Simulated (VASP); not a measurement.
Runs of VASP 6.6.1 on C. It takes space group Fd-3m (No. 227, cubic). The conventional cell has a = 3.555 Å, b = 3.555 Å, c = 3.555 Å, α = 90.00°, β = 90.00°, γ = 90.00°. C (site symmetry -43m) has 4 C at 1.54 Å as nearest neighbours. This isn't the form of C at room conditions, which is graphite.

| level | potentials or basis | k mesh | cutoff (eV) | smearing | gap on the mesh (eV) | pressure (GPa) |
| --- | --- | --- | --- | --- | --- | --- |
| PBEsol | VASP PAW PBE potentials, release 64 (C) | 12 × 12 × 12 | 700 | gaussian 0.02 eV | 4.06 | -0.2 |
| PBEsol | VASP PAW PBE potentials, release 64 (C) | 16 × 16 × 16 | 520 | gaussian 0.02 eV | (a) | 0.7 |
| PBEsol | VASP PAW PBE potentials, release 64 (C) | 12 × 12 × 12 | 520 | gaussian 0.5 eV | 4.06 | 0.7 |
| r2SCAN | VASP PAW PBE potentials, release 64 (C) | 12 × 12 × 12 | 520 | gaussian 0.02 eV | (b) | 3.2 |
| PBEsol | VASP PAW PBE potentials, release 64 (C_h) | 12 × 12 × 12 | 900 | gaussian 0.02 eV | 4.06 | -0.5 |

Alike in all rows: task single point; no spin polarisation; cell as given.

Fill in the values left out.

(a) 4.03; (b) 4.37.

Caveats: the PAW data sets were made with another functional, which shifts forces and pressure a little; the cutoff is under 1.25 times the usual one of these potentials, so pressure, stress and relaxed cells hold a basis-set (Pulay) error (some runs).

A k mesh can miss the band edges.

Not every run made on this cell is shown here.
